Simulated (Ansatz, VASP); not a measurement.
# Pb: VASP beside Ansatz

```
Pb
1.0
     0.00000    2.46980    2.46980
     2.46980    0.00000    2.46980
     2.46980    2.46980    0.00000
Pb
1
Cartesian
  0.0000 0.0000 0.0000
```

Alike in both runs: task single point; functional PBE; k mesh 12 × 12 × 12; occupations fermi-dirac, width 0.15 eV; no spin polarisation.

```csv
,VASP,Ansatz
version,VASP 6.6.1,Ansatz 0.2.0
potentials or method,"VASP PAW PBE potentials, release 64 (Pb_d), cutoff 520 eV","all-electron LAPW, scalar-relativistic"
```

|  | VASP | Ansatz | Ansatz less VASP |
| --- | --- | --- | --- |
| pressure (GPa) | 2.9 | 3.0 | +0.07 |

Ansatz ran all-electron here, so the differences hold the error of VASP's frozen core and of both bases.

The runs have no spin-orbit coupling, so splittings on Pb are missing.
